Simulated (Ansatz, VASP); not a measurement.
# One calculation of K, two programs

File INCAR:

```
SYSTEM = K
PREC = Accurate ; ENCUT = 520
EDIFF = 1E-7 ; ISMEAR = -1
SIGMA = 0.05 ; LREAL = .FALSE.
LASPH = .TRUE. ; NELM = 60
ALGO = Normal ; ISIF = 2
LWAVE = .FALSE. ; LCHARG = .FALSE.
GGA = PE ; NBANDS = 10
```

File KPOINTS:

```
regular mesh
0
G
  7 7 7
  0 0 0
```

The input POSCAR:

```
K
1.0
    0.0000000000      3.4365078421      3.4365078421
    3.4365078421      0.0000000000      3.4365078421
    3.4365078421      3.4365078421      0.0000000000
K
1
Direct
    0.0000000000      0.0000000000      0.0000000000
```

File input.yaml:

```yaml
crystal:
  lattice:
    - [0.0, 3.4365078421, 3.4365078421]
    - [3.4365078421, 0.0, 3.4365078421]
    - [3.4365078421, 3.4365078421, 0.0]
  atoms:
    - { symbol: K, position: [0.0, 0.0, 0.0] }
hamiltonian:
  xc: pbe
  pseudopotentials: { kind: paw }
kpoints:
  mp_grid: { grid: [7, 7, 7] }
scf:
  occupations: { method: fermi_dirac, width: 0.05 }
output:
  forces: true
  stress: true
  eigenvalues: true
  write_density: true
  write_potential: true
  elf: true
  volumetric_format: npy
```

Change from the starting cell: volume scaled by 1.04.

Alike in both runs: task single point; functional PBE; k mesh 7 × 7 × 7; occupations fermi-dirac, width 0.05 eV; no spin polarisation.

|  | VASP | Ansatz |
| --- | --- | --- |
| version | VASP 6.6.1 | Ansatz 0.2.0 |
| potentials or method | VASP PAW PBE potentials, release 64 (K_sv) | Ansatz PAW |
| plane-wave cutoff (eV) | 520 | 420 |
| valence electrons in the cell | 9 | 9 |

```tsv
	VASP	Ansatz	Ansatz less VASP
gap on the k mesh at the Fermi level (eV)	none	none	-
pressure (GPa)	-0.3	-0.3	+0.01
```

A gap of «none» marks a metal or a gap that the smearing closes. With one functional, cell and mesh, what is left measures potentials, basis and numerics.
